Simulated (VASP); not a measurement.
# VASP inputs for LiCl (strained wurtzite)

INCAR

```
LASPH = .TRUE.
GGA = PE
LREAL = .FALSE.
PREC = Accurate
ISMEAR = -1
IBRION = -1
ENCUT = 520
NELM = 120
NBANDS = 18
ISIF = 2
LCHARG = .FALSE.
LWAVE = .FALSE.
SIGMA = 0.02
EDIFF = 1E-7
NSW = 0
```

KPOINTS

```
KPOINTS created by Atomic Simulation Environment
0
Gamma
12 12 4
0 0 0
```

KPOINTS_OPT

```
special points
6
Reciprocal
0.0000000000 0.0000000000 0.0000000000 1
0.5000000000 0.0000000000 0.0000000000 1
0.3333333333 0.3333333333 0.0000000000 1
0.0000000000 0.0000000000 0.5000000000 1
0.5000000000 0.0000000000 0.5000000000 1
0.3333333333 0.3333333333 0.5000000000 1
```

POSCAR

```
Li Cl
 1.0000000000000000
     4.0888932883000004    0.0000000000303109    0.0000000000000000
    -2.0444466441750002    3.3724623437848447    0.0000000000000000
     0.0000000000000000    0.0000000000000000    6.2244574211000003
 Li  Cl
   2   2
Cartesian
 -0.0000000000166040  2.2397814236926807 -0.0351176603493831
  2.0444466441416034  1.1326809201224741  3.0771110502006160
 -0.0000000000163959  2.2117052804913508  2.3692891932618827
  2.0444466441413947  1.1607570633238045  5.4815179038118824
```

VASP ran with the recommended PBE PAW datasets (20 valence electrons in the cell).

Estimate the main results of this run.

gap between bands v and c 5.80 eV; least direct gap 5.80 eV; pressure -0.6 GPa.

Band v is the last that the valence electrons fill when counted band by band, and c is the next. Levels in eV from the top of v:

| point | v−1 | v | c | c+1 |
| --- | --- | --- | --- | --- |
| Γ | -0.10 | 0.00 | 5.80 | 8.03 |
| M | -0.61 | -0.33 | 7.90 | 7.90 |
| K | -0.83 | -0.83 | 7.80 | 9.17 |
| A | -0.25 | -0.25 | 7.11 | 7.11 |
| L | -0.55 | -0.55 | 7.31 | 7.31 |
| H | -0.40 | -0.40 | 8.55 | 8.55 |
